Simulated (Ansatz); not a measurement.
## SiNi₂: two-dimensional strain map

Theory: DFT PBEsol, scalar-relativistic, plane waves, PAW (Ansatz). Settings: plane waves to 420 eV, k-mesh 12×12×10 (Γ-centred), Gaussian smearing 0.15 eV. No spin polarisation. A magnetic state may lie lower. Energies are free energies at this smearing, counted from the undisturbed cell; pressure is positive in compression.

The undisturbed cell (relaxed at this level; it needn't be the usual structure):

```yaml
crystal:
  lattice:
    - [3.86846, 0.00000, 0.00000]
    - [-1.93423, 3.35019, 0.00000]
    - [0.00000, 0.00000, 4.91699]
  atoms:
    - { symbol: Si, position: [0.33333, 0.66667, 0.75000] }
    - { symbol: Si, position: [0.66667, 0.33333, 0.25000] }
    - { symbol: Ni, position: [0.00000, 0.00000, 0.00000] }
    - { symbol: Ni, position: [0.00000, 0.00000, 0.50000] }
    - { symbol: Ni, position: [0.33333, 0.66667, 0.25000] }
    - { symbol: Ni, position: [0.66667, 0.33333, 0.75000] }
```

The cell is strained by p along both x and y and by q along z, fractional coordinates fixed. Points are written (p, q).

p was sampled at -0.030, -0.015, 0.000, 0.015, 0.030 and q at -0.030, -0.015, 0.000, 0.015, 0.030.

Question: Where on the computed points is the energy highest, and how high?

Answer: At (-0.030, -0.030): 68.6 meV/atom.

Question: Away from (0, 0), which computed point is lowest?

Answer: (0.000, 0.015): 2.6 meV/atom.

The map, in meV/atom:

```
 p \ q  -0.030  -0.015  0.000  0.015  0.030
-0.030    68.6    50.6   39.3   33.8   33.3
-0.015    29.7    16.3    9.4    8.2   11.8
 0.000    12.3     2.9    0.0    2.6    9.9
 0.015    13.6     7.9    8.5   14.5   25.1
 0.030    31.1    28.7   32.4   41.5   55.0
```